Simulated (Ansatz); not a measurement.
BN: pressure against volume scale

All results are calculated (Ansatz 0.2.0). Periodic Kohn-Sham DFT of a crystal at fixed atoms, scaled to volume_scale times the given cell; pressure positive in compression, energy less spherical unpolarised free atoms, largest_vzz the field gradient of largest size among the nuclei.

The cell before it is scaled or strained (space group F-43m, No. 216):
```
BN
1.0
      0.0000     1.8124     1.8124
      1.8124     0.0000     1.8124
      1.8124     1.8124     0.0000
B N
1 1
Direct
  0.00000 0.00000 0.00000
  0.25000 0.25000 0.25000
```

Settings of every row: method frozen-core PAW; functional PBE; relativity scalar; k mesh 16x16x16; filling fermi-dirac; smearing width 0.03 eV; wave cutoff 420 eV; paw set soft_2.

Atom start moment: 0 on all atoms.

| row | volume scale | V (Å³/atom) | pressure (GPa) |
| --- | --- | --- | --- |
| 1 | 0.96 | 5.715 | 16.334 |
| 2 | 0.98 | 5.834 | ? |
| 3 | 1 | 5.953 | -0.007 |
| 4 | 1.02 | 6.072 | -7.091 |
| 5 | 1.04 | 6.191 | -13.547 |

Question: what pressure should row 2 give?

Worked fit of pressure. Take u = (V_r/V)^(2/3) − 1 with V_r = 6.0125 Å³ an atom, which is twice the finite (Eulerian) strain; such expansions in the strain, on which the Birch-Murnaghan equation of state is built, carry the rest volume and the bulk modulus. The shown rows have u = 0.03441, 0.00665, -0.00654, -0.01932. Least squares give pressure = −3.6333 + 537.243 × u + 1250.33 × u² GPa; a straight line predicts inner rows, each left out in turn, worse (root mean square 0.55 against 0.0048 GPa). The rows lie off it by 0.000, -0.002, 0.002, -0.001. The pressure vanishes at u = 0.0067, or V = 5.953 Å³ an atom, and there the bulk modulus at fixed shape and fractions is B = −V dP/dV = (2/3)(1 + u) dP/du = 372 GPa. The withheld row has u = 0.0203, so the fit gives −3.6333 + 537.243 × (0.0203) + 1250.33 × (0.0203)² = 7.788 GPa.

The calculation gave 7.781 GPa. The fit lies 0.007 GPa (0.023 % of the column's range) above it; its largest miss of a shown row is 0.002 GPa.
